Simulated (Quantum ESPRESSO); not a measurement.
AlN in Quantum ESPRESSO: the effect of functional

Crystal: AlN.

```
CELL_PARAMETERS angstrom
3.11300 0.00000 0.00000
-1.55650 2.69594 0.00000
0.00000 0.00000 4.98100
ATOMIC_POSITIONS crystal
Al 0.66667 0.33333 0.50000
Al 0.33333 0.66667 0.00000
N 0.66667 0.33333 0.88000
N 0.33333 0.66667 0.38000
```

Alike in all runs:

* Program: Quantum ESPRESSO 7.5
* Task: phonons
* Cutoff: 612 eV
* Density cutoff: 4898 eV
* k mesh: 6 × 6 × 4, shifted
* Occupations: fermi-dirac, width 0.05 eV
* Spin: no spin polarisation

Each run relaxes the cell or the atoms first.

| functional | potentials or basis | relaxed volume (Å³/atom) | dielectric constant (mean) | highest phonon frequency (cm⁻¹) |
| --- | --- | --- | --- | --- |
| LDA | GBRV 1.5 LDA | 10.26 | 4.53 | 731 |
| RPBE | GBRV 1.5 PBE | 10.79 | 4.58 | 699 |
| revPBE | GBRV 1.5 PBE | 10.76 | 4.58 | 701 |
| WC | GBRV 1.5 PBE | ? | ? | ? |
| vdW-DF-cx | GBRV 1.5 PBE | 10.54 | 4.59 | 714 |

What does the run with functional WC give?

Relaxed volume 10.51 Å³/atom; dielectric constant 4.64 mean; highest phonon frequency 713 cm⁻¹.

Caveats: the potentials were made for another functional, which shifts forces and pressure (some runs).

Runs at the PBE level aren't shown here.
